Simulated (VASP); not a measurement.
## ZrB2: equation of state with PBE+D3(BJ)

ZrB2:

```
Zr B
1.0
     3.14662    0.00000    0.00000
    -1.57331    2.72505    0.00000
     0.00000    0.00000    3.50661
Zr B
1 2
Direct
  0.00000 0.00000 0.00000
  0.66667 0.33333 0.50000
  0.33333 0.66667 0.50000
```

| Quantity | Value |
| --- | --- |
| Program | VASP 6.6.1 |
| Task | equation of state |
| Functional | PBE |
| Dispersion | D3(BJ) |
| Potentials or basis | VASP PAW PBE potentials, release 64 (Zr_sv, B) |
| Cutoff | 520 eV |
| k mesh | 8 × 8 × 8 |
| Occupations | fermi-dirac, width 0.05 eV |
| Spin | no spin polarisation |
| Ladder | gaps |
| Further INCAR settings | ALGO = Fast; EDIFF = 1e-06 |

The equilibrium volume is 10.03 Å³/atom. The bulk modulus at fixed shape and positions is 251 GPa and the pressure derivative of the bulk modulus is 4.0 (rough: it moves with the points fitted).

Energy against volume, from the lowest point:
```csv
volume (Å³/atom),energy (meV/atom)
9.622,13.80
9.822,3.42
10.023,0.00
10.223,2.87
10.424,11.44
```

All runs of the series together: 100 s on 1 thread of AMD EPYC 9R45 96-Core Processor (Zen 5), with other jobs on the host.

Caveat: the cell was scaled at fixed shape and fractional positions, which overstates the stiffness of a crystal with free parameters, most of all of layers and chains.
